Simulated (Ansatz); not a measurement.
Crystal: Al.

```
Al
1.0
     4.49160    0.00000    0.00000
    -2.24580    3.88984    0.00000
     0.00000    0.00000    2.72260
Al
2
Direct
  0.33333 0.66667 0.00000
  0.66667 0.33333 0.00000
```

The cell was built by a generator and needn't be a form met in nature.

* Program: Ansatz 0.2.0
* Task: relaxation of cell and atoms
* Functional: PBE
* Potentials or basis: Ansatz PAW
* Cutoff: 420 eV (not typed: the program's choice for these potentials)
* k mesh: 7 × 7 × 10
* Occupations: fermi-dirac, width 0.05 eV
* Spin: no spin polarisation

At the start: volume 23.78 Å³/atom.

Problem. How do energy, volume and symmetry change on relaxing?

Solution. It ends after 4 steps and the volume is 24.60 Å³/atom (+3.4 %); space group P6/mmm (No. 191, to 0.05 Å).

Step by step:
```
step  energy change (eV)  largest force (eV/Å)  volume (Å³)
   1              0.0000                0.0000        47.57
   2             -0.0083                0.0000        49.00
   3             -0.0084                0.0000        49.20
   4             -0.0088                0.0000        49.20
```

Final structure:
```yaml
crystal:
  lattice:
    - [4.55014, 0.00000, 0.00000]
    - [-2.27507, 3.94054, 0.00000]
    - [0.00000, 0.00000, 2.74424]
  atoms:
    - { symbol: Al, position: [0.33333, 0.66667, 0.00000] }
    - { symbol: Al, position: [0.66667, 0.33333, 0.00000] }
```

Caveat: the plane-wave basis is chosen anew once the cell has moved, so the energies of steps on either side of that aren't comparable.
